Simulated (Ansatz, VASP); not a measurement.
NaH: VASP beside Ansatz

```
Na H
1.0
    -0.03788    2.39751    2.39751
     2.39751   -0.03788    2.39751
     2.35963    2.35963    0.00000
Na H
1 1
Direct
  0.00000 0.00000 0.00000
  0.50000 0.50000 0.50000
```

Change from the starting cell: shear_xy strain -3.2%.

Alike in both runs: task single point; functional PBE; k mesh 10 × 10 × 10; occupations fermi-dirac, width 0.02 eV; no spin polarisation.

|  | VASP | Ansatz |
| --- | --- | --- |
| version | VASP 6.6.1 | Ansatz 0.2.0 |
| potentials or method | VASP PAW PBE potentials, release 64 (Na_pv, H) | plane waves, PAW |
| plane-wave cutoff (eV) | 520 | 420 |
| valence electrons in the cell | 8 | 10 |

```tsv
	VASP	Ansatz	Ansatz less VASP
gap on the k mesh at the Fermi level (eV)	3.72	3.72	+0.002
pressure (GPa)	0.5	0.6	+0.03
largest component of the traceless stress (GPa)	0.72	0.72	+0.001
```

The two sets of potentials don't hold the same shells in valence.

A k mesh can miss the band edges.
